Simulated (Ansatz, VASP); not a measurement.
## Be: VASP beside Ansatz

INCAR

```
PREC = Accurate
ENCUT = 520
EDIFF = 1E-6
ISMEAR = 0
SIGMA = 0.15
LREAL = F
LASPH = T
NELM = 100
ALGO = Normal
ISIF = 2
LWAVE = F
LCHARG = T
GGA = PS
LELF = T
LVHAR = T
NBANDS = 7
```

KPOINTS

```
Automatic mesh
0
Gamma
  26 26 26
```

Contents of POSCAR:

```
Be
1.0
   -1.2656521608      1.2656521608      1.2531209513
    1.2656521608     -1.2656521608      1.2531209513
    1.2405897418      1.2405897418     -1.2531209513
Be
1
Direct
    0.0000000000      0.0000000000      0.0000000000
```

Input for Ansatz:

```yaml
crystal:
  lattice:
    - [-1.2656521608, 1.2656521608, 1.2531209513]
    - [1.2656521608, -1.2656521608, 1.2531209513]
    - [1.2405897418, 1.2405897418, -1.2531209513]
  atoms:
    - { symbol: Be, position: [0.0, 0.0, 0.0] }
basis:
  ecutwfc: 420
kpoints:
  mp_grid: { grid: [26, 26, 26] }
hamiltonian:
  xc: pbesol
scf:
  occupations: { method: gaussian, width: 0.15 }
output:
  forces: true
  stress: true
  eigenvalues: true
```

Change from the starting cell: strain -0.0200 x Voigt [0, 0, 0, 0, 0, 1], atoms carried along.

Alike in both runs: task single point; functional PBEsol; k mesh 26 × 26 × 26; occupations gaussian, width 0.15 eV; no spin polarisation.

|  | VASP | Ansatz |
| --- | --- | --- |
| version | VASP 6.6.1 | Ansatz 0.2.0 |
| potentials or method | VASP PAW PBE potentials, release 64 (Be) | scalar-relativistic, plane waves, PAW |
| plane-wave cutoff (eV) | 520 | 420 |
| valence electrons in the cell | 2 | 2 |

```csv
,VASP,Ansatz,Ansatz less VASP
gap on the k mesh at the Fermi level (eV),none,none,-
pressure (GPa),-1.5,-1.9,-0.36
largest component of the traceless stress (GPa),4.26,4.24,-0.017
```

A gap of «none» marks a metal or a gap that the smearing closes.

Caveats: the PAW data sets were made with another functional, which shifts forces and pressure a little (VASP).
